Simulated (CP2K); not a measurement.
**Zr in CP2K: the effect of functional**

Crystal: Zr.

```
CELL_PARAMETERS angstrom
3.23200 0.00000 0.00000
-1.61600 2.79899 0.00000
0.00000 0.00000 5.14700
ATOMIC_POSITIONS crystal
Zr 0.66667 0.33333 0.75000
Zr 0.33333 0.66667 0.25000
```

Alike in all runs:

| Quantity | Value |
| --- | --- |
| Program | CP2K 2026.2 |
| Task | single point |
| Potentials or basis | POTENTIAL_UZH Zr GTH-PBE-q12; TZVP-MOLOPT-PBE-GTH basis |
| Density cutoff | 9524 eV |
| k mesh | 9 × 9 × 5 |
| Occupations | fermi-dirac, width 0.05 eV |
| Spin | no spin polarisation |

Task: One run gave: pressure 3.3 GPa. Which functional did it use?
A. PBE
B. LDA
C. PBEsol
D. BLYP
E. RPBE

Result: E.

```tsv
functional	pressure (GPa)
PBE	1.2
LDA	-4.9
PBEsol	-2.4
revPBE	2.7
RPBE	3.3
BLYP	4.2
HLE17	-12.2
```

Caveats: the basis of atomic orbitals isn't converged, which shifts pressures, moduli and gaps; the potentials were made for another functional, which shifts forces and pressure (some runs); the potentials were made for a functional far from this one (some runs).
